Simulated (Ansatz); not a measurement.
Here is an Ansatz 0.2.0 calculation.

input.yaml

```yaml
crystal:
  lattice:
    - [3.017482544, 0.0, 0.0]
    - [-1.508741272, 2.6132165386, 0.0]
    - [0.0, 0.0, 7.5746360022]
  atoms:
    - { symbol: Al, position: [0.0, 0.0, 0.722049] }
    - { symbol: Al, position: [0.0, 0.0, 0.277951] }
    - { symbol: O, position: [0.0, 0.0, 0.5] }
    - { symbol: O, position: [0.6666666667, 0.3333333333, 0.800546] }
    - { symbol: O, position: [0.3333333333, 0.6666666667, 0.199454] }
hamiltonian:
  xc: lda
  pseudopotentials: { kind: paw }
kpoints:
  mp_grid: { grid: [10, 10, 4] }
scf:
  occupations: { method: fermi_dirac, width: 0.05 }
output:
  forces: true
  stress: true
  eigenvalues: true
relax:
  f_tol: 0.01
  max_steps: 40
  cell: { stress_tol: 0.05 }
```

Potentials or basis: Ansatz PAW.

Command:

```console
$ ansatz run input.yaml --threads 2 --pin off --max-ram 5632MiB --backend cpu --events-out ev --progress --plain --runs-dir out
```

Predict the relaxed volume.

11.18 Å³/atom.

Estimate the space group after relaxing (to 0.05 Å).

P-3m1 (No. 164).

Final structure:
```cif
data_structure
_symmetry_space_group_name_H-M 'P 1'
_symmetry_Int_Tables_number 1
_cell_length_a 2.9626
_cell_length_b 2.9626
_cell_length_c 7.3537
_cell_angle_alpha 90.000
_cell_angle_beta 90.000
_cell_angle_gamma 120.000
_cell_volume 55.90
loop_
_atom_site_label
_atom_site_type_symbol
_atom_site_fract_x
_atom_site_fract_y
_atom_site_fract_z
_atom_site_occupancy
Al1 Al 0.00000 0.00000 0.72558 1
Al2 Al 0.00000 0.00000 0.27442 1
O1 O 0.00000 0.00000 0.50000 1
O2 O 0.66667 0.33333 0.80477 1
O3 O 0.33333 0.66667 0.19523 1
```

Caveat: the pressure holds a Pulay correction of +0.9 GPa for the finite cutoff; the PAW data sets come from PBE, with cores solved anew for the run's functional, which leaves a small shift of forces and pressure.
